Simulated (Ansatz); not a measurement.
## SiNi3 under strain

The calculation used DFT PBE, scalar-relativistic, plane waves, PAW in Ansatz 0.2.0. Run with 420 eV cutoff, 14×14×14 k-mesh, Gaussian smearing of 0.10 eV, no spin polarisation.

The relaxed crystal:

```xyz
4
Lattice="3.5063 0.0000 0.0000 0.0000 3.5063 0.0000 0.0000 0.0000 3.5063" Properties=species:S:1:pos:R:3 pbc="T T T"
Si    0.0000    0.0000    0.0000
Ni    0.0000    1.7531    1.7531
Ni    1.7531    0.0000    1.7531
Ni    1.7531    1.7531    0.0000
```

Deformation: all cell vectors scaled alike, the atoms relaxed, all within the symmetry that the strain leaves. Energies are extrapolated to zero smearing.

(1) Give the structure at +3.0 %.

## Answers

(1)
```xyz
4
Lattice="3.6114 0.0000 0.0000 0.0000 3.6114 0.0000 0.0000 0.0000 3.6114" Properties=species:S:1:pos:R:3 pbc="T T T"
Si    0.0000    0.0000    0.0000
Ni    0.0000    1.8057    1.8057
Ni    1.8057    0.0000    1.8057
Ni    1.8057    1.8057    0.0000
```
Space group Pm-3m (221), 52.1 meV/atom over the relaxed crystal.